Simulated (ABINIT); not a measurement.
# Moving the functional in AlN

The structure is hexagonal, space group P6_3mc (No. 186). The conventional cell has a = 3.113 Å, b = 3.113 Å, c = 4.981 Å, α = 90.00°, β = 90.00°, γ = 120.00°. Al (site symmetry 3m) has 4 N at 1.89 Å as nearest neighbours. N (site symmetry 3m) has 4 Al at 1.89 Å as nearest neighbours.

Kept alike: task single point; k mesh 6 × 6 × 4; occupations fixed; no spin polarisation. Program: ABINIT, PseudoDojo NC SR PBE v0.4.1 standard, cutoff 952 eV. The mesh is that of the run's cell of 4 atoms. No spin-orbit coupling.

| functional | band gap (eV) | pressure (GPa) |
| --- | --- | --- |
| PBE | 4.221 | 2.71 |
| PBE0 | 6.272 | -1.95 |

Pressure is positive in compression; the values hold the error of the finite cutoff, so their zero can differ a little from the energy's minimum. Runs of this series that gave no sound value for these columns are left out. A gap read on the mesh alone can miss an edge between its points. All rows use potentials made for PBE.

Task: What does the functional change here?

Result: The band gap runs from 4.221 (PBE) to 6.272 eV (PBE0). The pressure runs from -1.95 (PBE0) to 2.71 GPa (PBE).
